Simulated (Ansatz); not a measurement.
Space group Fm-3m (No. 225). a = 6.429 Å, b = 6.429 Å, c = 6.429 Å, α = 90.00°, β = 90.00°, γ = 90.00°
```json
{"atom": "Ba", "site": "4a", "symmetry": "m-3m", "x": "0.0000", "y": "0.0000", "z": "0.0000"}
{"atom": "S", "site": "4b", "symmetry": "m-3m", "x": "0.5000", "y": "0.0000", "z": "0.0000"}
```

Equation of state of this BaS structure (not necessarily the ground state), with shape and atoms relaxed at each volume where symmetry leaves them free. Computed with Ansatz 0.2.0, DFT PBE, scalar-relativistic, plane waves, PAW.

Plane waves to 420 eV, a k mesh through Γ of 8×8×8 on the computed 2-atom cell and Gaussian smearing (0.02 eV); no spin polarisation.

| V (Å³/atom) | E − E(largest V) (meV/atom) | P (GPa) | gap on mesh (eV) |
| --- | --- | --- | --- |
| 29.227 | 41.86 | 7.08 | 2.01 |
| 30.223 | 4.95 | 4.85 | 2.08 |
| 31.219 | -19.15 | 2.96 | 2.14 |
| 32.216 | -32.41 | 1.35 | 2.19 |
| 33.212 | -36.48 | -0.01 | 2.23 |
| 34.208 | -32.75 | -1.16 | 2.27 |
| 35.205 | -22.40 | -2.14 | 2.30 |
| 36.533 | 0.00 | -3.22 | 2.34 |

**Question.** Fit a third-order Birch–Murnaghan equation to E(V).

**Answer.** V0 = 33.21 Å³/atom, B0 = 42 GPa, B0' = 4.5.

Spin-orbit coupling is left out, which matters for the bands of heavy elements.